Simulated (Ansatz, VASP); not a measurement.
# RbBr: VASP beside Ansatz

INCAR

```
PREC = Accurate
ENCUT = 520
EDIFF = 1E-7
ISMEAR = 0
SIGMA = 0.05
LREAL = F
LASPH = T
NELM = 100
ALGO = Normal
ISIF = 2
LWAVE = F
LCHARG = T
GGA = PE
LELF = T
LVHAR = T
NBANDS = 15
```

Contents of KPOINTS:

```
regular mesh
0
Gamma
  6 6 6
```

The input POSCAR:

```
RbBr
1.0
    4.4823506273      0.0000000000      0.0000000000
    0.0000000000      4.4823506273      0.0000000000
    0.0000000000      0.0000000000      3.4962334893
Rb Br
1 1
Direct
    0.0000000000      0.0000000000      0.0000000000
    0.5000000000      0.5000000000      0.5000000000
```

Input for Ansatz:

```yaml
crystal:
  lattice:
    - [4.4823506273, 0.0, 0.0]
    - [0.0, 4.4823506273, 0.0]
    - [0.0, 0.0, 3.4962334893]
  atoms:
    - { symbol: Rb, position: [0.0, 0.0, 0.0] }
    - { symbol: Br, position: [0.5, 0.5, 0.5] }
basis:
  ecutwfc: 420
kpoints:
  mp_grid: { grid: [6, 6, 6] }
hamiltonian:
  xc: pbe
scf:
  occupations: { method: gaussian, width: 0.05 }
output:
  forces: true
  stress: true
  eigenvalues: true
```

Alike in both runs: task single point; functional PBE; k mesh 6 × 6 × 6; occupations gaussian, width 0.05 eV; no spin polarisation.

|  | VASP | Ansatz |
| --- | --- | --- |
| version | VASP 6.6.1 | Ansatz 0.2.0 |
| potentials or method | VASP PAW PBE potentials, release 64 (Rb_sv, Br) | scalar-relativistic, plane waves, PAW |
| plane-wave cutoff (eV) | 520 | 420 |
| valence electrons in the cell | 16 | 16 |

```csv
,VASP,Ansatz,Ansatz less VASP
gap on the k mesh at the Fermi level (eV),2.59,2.59,+0.001
least direct gap on the mesh (eV),2.66,2.66,+0.001
pressure (GPa),1.2,1.2,-0.03
largest component of the traceless stress (GPa),6.15,6.15,-0.007
```

A k mesh can miss the band edges.
